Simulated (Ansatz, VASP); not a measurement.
One calculation of Ir, two programs

```
CELL_PARAMETERS angstrom
2.79265 0.00000 0.00000
-1.39632 2.41850 0.00000
0.00000 0.00000 4.59616
ATOMIC_POSITIONS crystal
Ir 0.66667 0.33333 0.75000
Ir 0.33333 0.66667 0.25000
```

Change from the starting cell: strain +0.015 along x and y, +0.030 along z, atoms carried along.

Alike in both runs: task single point; functional PBEsol; k mesh 18 × 18 × 12; occupations gaussian, width 0.15 eV; no spin polarisation.

```csv
,VASP,Ansatz
version,VASP 6.6.1,Ansatz 0.2.0
potentials or method,"VASP PAW PBE potentials, release 64 (Ir)","scalar-relativistic, plane waves, PAW"
plane-wave cutoff (eV),520,420
valence electrons in the cell,18,34
```

Ansatz gave:

```
gap on the k mesh at the Fermi level (eV)       : none
pressure (GPa)                                  : -28.5
largest component of the traceless stress (GPa) : 2.88
```

**Question.** What did VASP give for the same quantities?

**Answer.** gap on the k mesh at the Fermi level (eV): none; pressure (GPa): -28.1; largest component of the traceless stress (GPa): 2.86.

A gap of «none» marks a metal or a gap that the smearing closes. The functional is the same, so the differences come from potentials, cutoffs and numerics. The two sets of potentials don't hold the same shells in valence.

Caveats: so large a pressure means that the cell lies far from this level's equilibrium, or that cutoff or potentials fall short (VASP); the potentials were made for another functional, which shifts forces and pressure (VASP). Spin-orbit coupling is left out, which matters for the levels of Ir.
